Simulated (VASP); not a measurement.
# NaCl: Na into a neighbouring Na vacancy, part 2 of 5

How hard is this move in NaCl: Na into a neighbouring Na vacancy? Both ends are relaxed first, then a band of images between them. The start is a computed cell from the Materials Project.

VASP 6.6.1; PBEsol; plane waves and PAW (Cl, Na).

So far. Step 2 (Relax the host): The run ended after 3 ionic steps, 0.001 eV below its first step, once forces and stress met EDIFFG = -0.02.

**3. Relax the start**

System of this step: Na26Cl27. The cell holds 53 atoms: 27 Cl and 26 Na. Cell: a = 11.795 Å, b = 11.795 Å, c = 11.795 Å, α = 60.0°, β = 60.0°, γ = 60.0°. It derives from NaCl. Nearest the centre at fractional (0.000, 0.000, 0.167): Na28 at 1.95 Å, Cl7 at 1.97 Å, Cl19 at 1.99 Å, Na36 at 3.37 Å, Na34 at 3.38 Å, Cl25 at 3.40 Å, Na30 at 3.41 Å, Cl3 at 3.41 Å. The cell carries charge −1.

A path needs two true minima; the start is relaxed with symmetry off.

This cell carries charge -1, set by NELECT and balanced by a uniform background.

Input file INCAR:

```
SYSTEM = Na26Cl27
PREC = Normal
ENCUT = 280
EDIFF = 1E-05
NELM = 120
ISMEAR = 0
SIGMA = 0.05
LREAL = Auto
ALGO = Fast
GGA = PS
NELECT = 216
NBANDS = 150
LORBIT = 11
LWAVE = .FALSE.
LCHARG = .FALSE.
NCORE = 6
IBRION = 2
NSW = 60
ISIF = 2
EDIFFG = -0.05
POTIM = 0.4
MAXMIX = 40
ISYM = 0
```

Input file POSCAR:

```
Na26Cl27
1.0
    0.0000000000      8.3404434717      8.3404434717
    8.3404434717      0.0000000000      8.3404434717
    8.3404434717      8.3404434717      0.0000000000
Cl Na
27 26
Direct
    0.1676336069      0.1664920994      0.1676699290
    0.1698498160      0.1645539031      0.4989878525
    0.1684443225      0.1657632388      0.8329491720
    0.1670035825      0.5009740768      0.1663979061
    0.1667762830      0.4987342838      0.4994997332
    0.1656456408      0.5003197280      0.8344496110
    0.1673055517      0.8327139729      0.1654110466
    0.1697557003      0.8326583783      0.5000140719
    0.1674428570      0.8321380475      0.8280273761
    0.5010229136      0.1661648811      0.1661560591
    0.4956747330      0.1700864543      0.5016586924
    0.4991211436      0.1691355186      0.8357629538
    0.4988410640      0.5015605088      0.1638735943
    0.4975785547      0.5007830992      0.4994783115
    0.4988358198      0.5009285333      0.8322320425
    0.4993211531      0.8327981161      0.1674308478
    0.5007412881      0.8333614246      0.5013956892
    0.5012570584      0.8308738447      0.8338307434
    0.8320906166      0.1701022337      0.1653392864
    0.8314838095      0.1677634740      0.4988550814
    0.8324179155      0.1652268426      0.8349028922
    0.8343407233      0.4978733658      0.1661378712
    0.8319847558      0.4973948612      0.5031698704
    0.8341399235      0.4984799541      0.8354633902
    0.8355112810      0.8317631387      0.1662925652
    0.8300686183      0.8330447162      0.5024369036
    0.8338602914      0.8346655661      0.8317372998
   -0.0036204851      0.0007545390      0.3330431170
   -0.0010122572     -0.0005230170      0.6693089691
    0.0010970960      0.3333594494     -0.0000286311
   -0.0008567709      0.3339627102      0.3348051449
   -0.0011225583      0.3290584465      0.6703208477
   -0.0015031497      0.6647518951      0.0015822825
   -0.0001458553      0.6688806250      0.3319174467
    0.0024142468      0.6671751508      0.6658570186
    0.3300086068     -0.0003065399      0.0012247875
    0.3302720557      0.0014101305      0.3361277373
    0.3339525736      0.0014241577      0.6655884309
    0.3324523750      0.3325007623      0.0009139292
    0.3323291356      0.3359343032      0.3318583661
    0.3267211516      0.3340316107      0.6696227214
    0.3344484949      0.6631513333      0.0049945802
    0.3345310431      0.6634529452      0.3335479439
    0.3341605197      0.6671151969      0.6650047107
    0.6672741307     -0.0010307827      0.0000588862
    0.6661564363     -0.0017687843      0.3330766351
    0.6640010104      0.0000449459      0.6666373435
    0.6647914090      0.3350793364      0.0017477244
    0.6652747398      0.3341772429      0.3337160645
    0.6651055631      0.3321144966      0.6689049905
    0.6636933758      0.6671075289      0.0015574551
    0.6692291563      0.6680063683      0.3298343339
    0.6657048323      0.6625020966      0.6680123558
```

Input file KPOINTS:

```
Automatic mesh
0
Gamma
1 1 1
0 0 0
```

The projector-augmented-wave data sets are Cl and Na (PBE family, release 64).

Launch:

```sh
$ mpirun -np 6 vasp_gam
```

What it wrote:

```text
[banner, memory and clock lines left out]
running    6 mpi-ranks, on    1 nodes
 distrk:  each k-point on    6 cores,    1 groups
 distr:  one band on    6 cores,    1 groups

 POSCAR found type information on POSCAR ClNa
 POSCAR found :  2 types and      53 ions
 [... a notice as in an earlier step ...]

 [... a notice as in an earlier step ...]

 LDA part: xc-table for (Slater+PW92), standard interpolation
 POSCAR, INCAR and KPOINTS ok, starting setup
 FFT: planning ... GRIDC
 FFT: planning ... GRID_SOFT
 FFT: planning ... GRID
 WAVECAR not read
 entering main loop
       N       E                     dE             d eps       ncg     rms          rms(c)
DAV:   1     0.173063174469E+04    0.17306E+04   -0.64047E+04   316   0.757E+02
DAV:   2     0.107439209867E+03   -0.16232E+04   -0.15445E+04   434   0.204E+02
DAV:   3    -0.176375171866E+03   -0.28381E+03   -0.28217E+03   408   0.948E+01
DAV:   4    -0.187880093353E+03   -0.11505E+02   -0.11481E+02   360   0.225E+01
DAV:   5    -0.188330941814E+03   -0.45085E+00   -0.45068E+00   408   0.452E+00BRMIX: very serious problems
 the old and the new charge density differ
 old charge density:   215.00000 new  215.99997
    0.113E+01
RMM:   6    -0.183624109574E+03    0.47068E+01   -0.87230E+00   300   0.476E+00    0.788E+00
RMM:   7    -0.183356450518E+03    0.26766E+00   -0.64191E+00   300   0.391E+00    0.561E+00
RMM:   8    -0.183538899669E+03   -0.18245E+00   -0.12665E+00   300   0.234E+00    0.435E+00
RMM:   9    -0.183372966411E+03    0.16593E+00   -0.16023E-01   301   0.835E-01    0.140E+00
RMM:  10    -0.183369739050E+03    0.32274E-02   -0.12277E-01   300   0.608E-01    0.499E-01
RMM:  11    -0.183371465928E+03   -0.17269E-02   -0.20179E-02   316   0.280E-01    0.104E-01
RMM:  12    -0.183372015826E+03   -0.54990E-03   -0.13738E-02   300   0.196E-01    0.205E-01
RMM:  13    -0.183372821315E+03   -0.80549E-03   -0.44918E-03   385   0.111E-01    0.309E-01
RMM:  14    -0.183371898959E+03    0.92236E-03   -0.21201E-03   300   0.778E-02    0.109E-01
RMM:  15    -0.183371821394E+03    0.77564E-04   -0.13172E-03   300   0.615E-02    0.497E-02
RMM:  16    -0.183371820899E+03    0.49565E-06   -0.66991E-05   295   0.198E-02
   1 F= -.18337182E+03 E0= -.18337182E+03  d E =-.183372E+03
 curvature:   0.00 expect dE= 0.000E+00 dE for cont linesearch  0.000E+00
 trial: gam= 0.00000 g(F)=  0.768E-01 g(S)=  0.000E+00 ort = 0.000E+00 (trialstep = 0.100E+01)
 search vector abs. value=  0.768E-01
 bond charge predicted
       N       E                     dE             d eps       ncg     rms          rms(c)
DAV:   1    -0.183429540213E+03   -0.57719E-01   -0.26245E+00   344   0.272E+00    0.908E-01
RMM:   2    -0.183482066508E+03   -0.52526E-01   -0.30539E-01   310   0.110E+00    0.176E+00
RMM:   3    -0.183443455376E+03    0.38611E-01   -0.62104E-02   300   0.528E-01    0.623E-01
RMM:   4    -0.183442983540E+03    0.47184E-03   -0.20408E-02   307   0.288E-01    0.433E-01
RMM:   5    -0.183443153541E+03   -0.17000E-03   -0.41235E-03   337   0.128E-01    0.359E-01
RMM:   6    -0.183442396847E+03    0.75669E-03   -0.59324E-03   300   0.123E-01    0.119E-01
RMM:   7    -0.183442854750E+03   -0.45790E-03   -0.34200E-03   305   0.105E-01    0.183E-01
RMM:   8    -0.183442442099E+03    0.41265E-03   -0.55796E-04   300   0.481E-02    0.897E-02
RMM:   9    -0.183442477229E+03   -0.35130E-04   -0.15941E-03   314   0.600E-02    0.946E-02
RMM:  10    -0.183442382292E+03    0.94937E-04   -0.53030E-04   297   0.340E-02    0.254E-02
RMM:  11    -0.183442391825E+03   -0.95331E-05   -0.71464E-05   247   0.146E-02
   2 F= -.18344239E+03 E0= -.18344239E+03  d E =-.705709E-01
[...]
3 F= -.18357655E+03 E0= -.18357655E+03  d E =-.204726E+00
[...]
4 F= -.18348327E+03 E0= -.18348327E+03  d E =-.111446E+00
[...]
5 F= -.18360002E+03 E0= -.18360002E+03  d E =-.228196E+00
[...]
6 F= -.18361419E+03 E0= -.18361419E+03  d E =-.141690E-01
 ZBRENT: can't locate minimum, use default step
 trial-energy change:   -0.014169  1 .order   -0.014215   -0.015968   -0.012462
 step:   7.8384(harm=  8.9259)  dis= 0.04484  next Energy=  -183.636383 (dE=-0.364E-01)
 bond charge predicted
       N       E                     dE             d eps       ncg     rms          rms(c)
DAV:   1    -0.183584424287E+03    0.29753E-01   -0.88735E+00   300   0.572E+00    0.172E+00
RMM:   2    -0.183620082459E+03   -0.35658E-01   -0.38624E-01   300   0.166E+00    0.944E-01
RMM:   3    -0.183632262205E+03   -0.12180E-01   -0.13427E-01   340   0.846E-01    0.272E-01
RMM:   4    -0.183633572062E+03   -0.13099E-02   -0.19614E-02   341   0.290E-01    0.302E-01
RMM:   5    -0.183633202612E+03    0.36945E-03   -0.11844E-03   305   0.815E-02    0.182E-01
RMM:   6    -0.183632992615E+03    0.21000E-03   -0.66193E-04   301   0.535E-02    0.830E-02
RMM:   7    -0.183632975287E+03    0.17328E-04   -0.50127E-04   349   0.417E-02    0.285E-02
RMM:   8    -0.183632982105E+03   -0.68176E-05   -0.68443E-05   257   0.176E-02
   7 F= -.18363298E+03 E0= -.18363298E+03  d E =-.329652E-01
 curvature:  -4.75 expect dE=-0.318E-02 dE for cont linesearch -0.453E-04
 trial: gam= 0.07360 g(F)=  0.669E-03 g(S)=  0.000E+00 ort = 0.291E-03 (trialstep = 0.314E+01)
 search vector abs. value=  0.760E-03
 reached required accuracy - stopping structural energy minimisation
```

Run time: 28 s. Hardware: 6 MPI ranks of AMD EPYC 9R45, shared host; peak memory 0.83 GiB; 2.7 min of CPU time.

Parts of OUTCAR (step 3):

```text
NELECT = 216

 ion  position               nearest neighbor table
   1  0.168  0.166  0.168-  39 2.76  37 2.76  36 2.78  30 2.79  31 2.79  28 2.81
   2  0.170  0.165  0.499-  37 2.72  38 2.76  40 2.79  31 2.79  32 2.80  29 2.80
   3  0.168  0.166  0.833-  41 2.72  36 2.75  38 2.77  32 2.77  30 2.79
   4  0.167  0.501  0.166-  42 2.75  40 2.76  33 2.78  34 2.78  39 2.79  31 2.79
   5  0.167  0.499  0.499-  41 2.75  40 2.76  43 2.77  34 2.79  35 2.79  32 2.82
   6  0.166  0.500  0.834-  41 2.76  30 2.76  33 2.77  35 2.77  39 2.78  44 2.80
   7  0.167  0.833  0.165-  36 2.75  42 2.75  34 2.76  43 2.80  28 2.80
   8  0.170  0.833  0.500-  37 2.75  44 2.75  35 2.78  43 2.80  29 2.80  28 2.84
   9  0.167  0.832  0.828-  29 2.73  44 2.74  38 2.80  33 2.81  42 2.87
  10  0.501  0.166  0.166-  46 2.77  48 2.77  45 2.78  39 2.78  40 2.80  37 2.80
  11  0.496  0.170  0.502-  38 2.76  41 2.77  40 2.78  47 2.78  49 2.78  46 2.84
  12  0.499  0.169  0.836-  39 2.74  50 2.74  45 2.77  47 2.82  36 2.82  41 2.82
  13  0.499  0.502  0.164-  42 2.70  48 2.74  51 2.76  43 2.77  40 2.77  49 2.80
  14  0.498  0.501  0.499-  43 2.74  44 2.77  49 2.77  50 2.81  41 2.82  52 2.83
  15  0.499  0.501  0.832-  53 2.74  44 2.77  50 2.77  39 2.79  42 2.79  48 2.80
  16  0.499  0.833  0.167-  51 2.77  52 2.77  45 2.79  43 2.79  36 2.80  37 2.81
  17  0.501  0.833  0.501-  46 2.75  53 2.77  38 2.77  44 2.78  37 2.80  52 2.81
  18  0.501  0.831  0.834-  51 2.75  47 2.77  53 2.79  42 2.79  38 2.80  36 2.80
  19  0.832  0.170  0.165-  48 2.76  28 2.77  30 2.77  49 2.77  46 2.82
  20  0.831  0.168  0.499-  49 2.76  28 2.78  31 2.78  50 2.79  47 2.80  29 2.82
  21  0.832  0.165  0.835-  32 2.75  29 2.76  45 2.76  50 2.78  48 2.81
  22  0.834  0.498  0.166-  30 2.76  33 2.76  49 2.78  31 2.78  52 2.78  51 2.80
  23  0.832  0.497  0.503-  53 2.75  31 2.77  50 2.77  32 2.79  52 2.80  34 2.83
  24  0.834  0.498  0.835-  30 2.76  48 2.78  32 2.79  51 2.79  53 2.80  35 2.81
  25  0.836  0.832  0.166-  34 2.75  52 2.75  33 2.77  46 2.78  45 2.79
  26  0.830  0.833  0.502-  47 2.76  46 2.78  28 2.79  34 2.79  53 2.79  35 2.80
  27  0.834  0.835  0.832-  29 2.75  45 2.77  35 2.78  33 2.79  47 2.79  51 2.82
  28  0.996  0.001  0.333-  19 2.77  20 2.78  26 2.79   7 2.80   1 2.81   8 2.84  34 3.90  46 3.91
                            49 3.92  36 3.92  30 3.93  47 3.93  35 3.93  31 3.96  37 3.96  29 3.97
  29  0.999  0.999  0.669-   9 2.73  27 2.75  21 2.76   2 2.80   8 2.80  20 2.82  32 3.89  45 3.91
                            37 3.92  35 3.92  50 3.93  33 3.93  44 3.94  38 3.94  31 3.95  47 3.96
  30  0.001  0.333  1.000-  22 2.76  24 2.76   6 2.76  19 2.77   1 2.79   3 2.79  41 3.87  33 3.90
                            36 3.91  39 3.91  28 3.93  32 3.93  35 3.94  31 3.94  48 3.95  49 3.95
  31  0.999  0.334  0.335-  23 2.77  22 2.78  20 2.78   1 2.79   4 2.79   2 2.79  37 3.91  52 3.92
                            33 3.92  40 3.92  32 3.93  39 3.93  34 3.94  50 3.94  30 3.94  49 3.94
  32  0.999  0.329  0.670-  21 2.75   3 2.77  23 2.79  24 2.79   2 2.80   5 2.82  41 3.89  29 3.89
                            38 3.91  48 3.93  30 3.93  31 3.93  50 3.93  53 3.93  40 3.96  35 3.98
  33  0.998  0.665  0.002-  22 2.76   6 2.77  25 2.77   4 2.78  27 2.79   9 2.81  52 3.88  30 3.90
                            31 3.92  35 3.92  45 3.92  34 3.93  39 3.93  29 3.93  51 3.94  44 3.96
[...]
53  0.666  0.663  0.668-  15 2.74  23 2.75  17 2.77  18 2.79  26 2.79  24 2.80  50 3.90  48 3.90
                            44 3.90  32 3.93  52 3.94  42 3.94  51 3.95  34 3.95  46 3.96  38 3.96

 Found      1 irreducible k-points:

   k-points           NKPTS =      1   k-points in BZ     NKDIM =      1   number of bands    NBANDS=    150

   dimension x,y,z NGX =    48 NGY =   48 NGZ =   48
   dimension x,y,z NGXF=    96 NGYF=   96 NGZF=   96

   ENCUT  =  280.0 eV  20.58 Ry    4.54 a.u.  16.09 16.09 16.09*2*pi/ulx,y,z

 E-fermi :  -0.0043

 k-point     1 :       0.0000    0.0000    0.0000
  band No.  band energies     occupation
    ...
    104      -0.2926      2.00000
    105      -0.2880      2.00000
    106      -0.2863      2.00000
    107      -0.2854      2.00000
    108      -0.2843      2.00000
    109       4.6894      0.00000
    110       6.5364      0.00000
    111       6.5374      0.00000
    112       6.5425      0.00000
    113       6.5812      0.00000
    ...

  Total        3.7569857      3.7390695      3.6949164      0.2116621      0.2371708      0.2245860
  in kB        5.1874353      5.1626976      5.1017336      0.2922512      0.3274721      0.3100958
  external PRESSURE =       5.1506222 kB  Pullay stress =       0.0000000 kB

  energy-cutoff  :      280.00
  volume of cell :     1160.37
      direct lattice vectors                 reciprocal lattice vectors
     0.000000000  8.340443472  8.340443472    -0.059948851  0.059948851  0.059948851
     8.340443472  0.000000000  8.340443472     0.059948851 -0.059948851  0.059948851
     8.340443472  8.340443472  0.000000000     0.059948851  0.059948851 -0.059948851

 POSITION                                       TOTAL-FORCE (eV/Angst)
 -----------------------------------------------------------------------------------
      2.79603      2.79245      2.78228        -0.008350     -0.009908     -0.010213
      5.55442      5.55167      2.78764        -0.003614      0.007501     -0.015179
      8.33776      8.34445      2.85794         0.005787     -0.006873      0.043916
      5.55162      2.78855      5.54331         0.008654     -0.003890      0.006266
      8.34493      5.53929      5.53597         0.001421      0.026135      0.018950
     11.13411      8.34041      5.54525        -0.008984     -0.005872      0.005776
      8.34133      2.87566      8.33305        -0.004763      0.020683     -0.005613
     11.12513      5.54028      8.33913         0.010195      0.017793     -0.003833
     13.79366      8.34396      8.34117        -0.026093     -0.022006     -0.003911
      2.79375      5.55157      5.54544        -0.005251      0.000450      0.003084
      5.56167      8.33049      5.54640        -0.002456      0.010441      0.004674
      8.34672     11.12684      5.53515        -0.001890     -0.004329      0.013296
      5.54984      5.54568      8.33833         0.011617      0.005400      0.003003
      8.34308      8.33550      8.33466        -0.006038      0.005309      0.001769
     11.13246     11.13077      8.32869        -0.014951     -0.006179      0.006762
      8.34357      5.55037     11.12968        -0.007766      0.008097     -0.012119
     11.12490      8.34446     11.13630        -0.003729     -0.004617     -0.021467
     13.88899     11.13048     11.12135         0.005168     -0.001757      0.000161
      2.88365      8.33234      8.33206         0.020874      0.006429      0.008941
      5.55374     11.12996      8.32941         0.001434     -0.009089      0.003616
      8.34654     13.80692      8.32839        -0.005228     -0.034857      0.006815
      5.55216      8.34044     11.12875         0.002218      0.000009     -0.011582
      8.33860     11.13597     11.11677         0.002396     -0.016077     -0.002656
     11.13063     13.89419     11.13175        -0.004781      0.005445     -0.015669
      8.33508      8.34296     13.80943         0.013806      0.003320     -0.036445
     11.13597     11.12787     13.87680        -0.005325     -0.007988      0.019049
     13.89178     13.88290     13.88588         0.005973      0.015464      0.012765
      2.72804     11.05474      8.32924        -0.005088      0.005397      0.003567
     13.95545     13.95184     16.67694         0.002905      0.012352     -0.001305
      2.72791      0.00605      2.72357        -0.006537     -0.007779     -0.011527
      5.57160     11.11893     11.10838        -0.009645     -0.001580      0.002027
      8.34008     13.96493     11.04602         0.002289     -0.005083      0.011631
     13.94788     16.67724     13.95041         0.014427      0.002770      0.012729
      8.34750     11.06755     13.94979        -0.009137     -0.008531     -0.004321
     11.11514      5.56290      5.56913         0.008079     -0.006223     -0.013307
      8.34406      2.72909     11.05682        -0.003383     -0.006037     -0.003868
     11.11733      5.57022     11.11246         0.003051     -0.008687      0.002505
     13.94933      8.34501     11.06541         0.008061     -0.006020     -0.004770
[...]
-----------------------------------------------------------------------------------
    total drift:                                0.014367      0.003267     -0.005329

  FREE ENERGIE OF THE ION-ELECTRON SYSTEM (eV)
  ---------------------------------------------------
  free  energy   TOTEN  =      -183.6329821045 eV

  energy  without entropy=     -183.6329821045  energy(sigma->0) =     -183.63298210

 total charge
# of ion       s       p       d       tot
------------------------------------------
    1        1.576   3.587   0.000   5.164
    2        1.576   3.588   0.000   5.164
    3        1.576   3.588   0.000   5.165
    4        1.576   3.588   0.000   5.164
    5        1.576   3.585   0.000   5.161
    6        1.576   3.585   0.000   5.161
    7        1.576   3.589   0.000   5.165
    8        1.576   3.585   0.000   5.161
    9        1.576   3.589   0.000   5.165
   10        1.576   3.588   0.000   5.164
   11        1.576   3.585   0.000   5.161
   12        1.576   3.585   0.000   5.161
   13        1.576   3.585   0.000   5.161
   14        1.576   3.586   0.000   5.162
   15        1.576   3.585   0.000   5.161
   16        1.576   3.585   0.000   5.161
   17        1.576   3.585   0.000   5.161
   18        1.576   3.588   0.000   5.164
   19        1.576   3.589   0.000   5.166
   20        1.576   3.585   0.000   5.161
   21        1.576   3.589   0.000   5.165
   22        1.576   3.585   0.000   5.161
   23        1.576   3.585   0.000   5.161
   24        1.576   3.588   0.000   5.164
   25        1.576   3.588   0.000   5.165
   26        1.576   3.587   0.000   5.164
   27        1.576   3.587   0.000   5.164
   28        0.045   0.037   0.000   0.082
   29        0.045   0.037   0.000   0.082
   30        0.045   0.037   0.000   0.082
   31        0.046   0.038   0.000   0.084
   32        0.045   0.038   0.000   0.083
   33        0.045   0.037   0.000   0.083
   34        0.045   0.037   0.000   0.083
   35        0.046   0.038   0.000   0.084
   36        0.045   0.037   0.000   0.083
   37        0.046   0.038   0.000   0.083
[...]
--------------------------------------------------
tot         43.750  97.825   0.000 141.576

[... 1 part as in an earlier step ...]

[... 2 further parts left out ...]
```

The steps of the relaxation:

```tsv
step	energy less that of the first step (eV)	largest force (eV/Å)
1	0.0000	0.3987
2	-0.0706	0.3413
3	-0.2047	0.1658
4	-0.1114	0.3807
5	-0.2282	0.1595
6	-0.2424	0.1229
7	-0.2612	0.0448
```

The atoms that moved most (Å):

```tsv
atom	dx	dy	dz	length
Na42	0.041	-0.112	0.014	0.120
Cl7	0.017	0.101	-0.008	0.102
Cl21	0.005	-0.099	0.008	0.100
Cl25	0.011	-0.013	-0.096	0.098
Na48	-0.079	0.051	0.000	0.094
Na33	0.050	-0.004	0.078	0.093
Cl19	0.086	0.013	-0.027	0.091
Na38	0.046	0.008	-0.072	0.086
```

A gap read on the k-mesh alone can miss the band edges.

Numbers from this step:

| Item | Value |
| --- | --- |
| electronic cycles | 86 |
| electrons | 216 |
| free energy (TOTEN) | -183.6330 eV |
| Fermi energy | -0.0043 eV |
| gap on the k-mesh | 4.974 eV |
| least direct gap on the k-mesh | 4.974 eV |

The run ended after 7 ionic steps, 0.261 eV below its first step, once the forces on the free atoms met EDIFFG = -0.05.

[end of part 2 of 5]

[Lines on the potential files, build, host, timing and source positions are cut from VASP's logs without a mark.]

[Logs are printed without paths, hosts, clocks, repeated set-up lines and the standing remarks that a program may print on its own settings, such as how far it seeks lower states.]

[Hosts, paths, dates, database ids (printed as entryN), source tags and the programs' standing remarks are cut or masked in the printed files.]

[Runs that stopped without an error message from VASP are left out.]
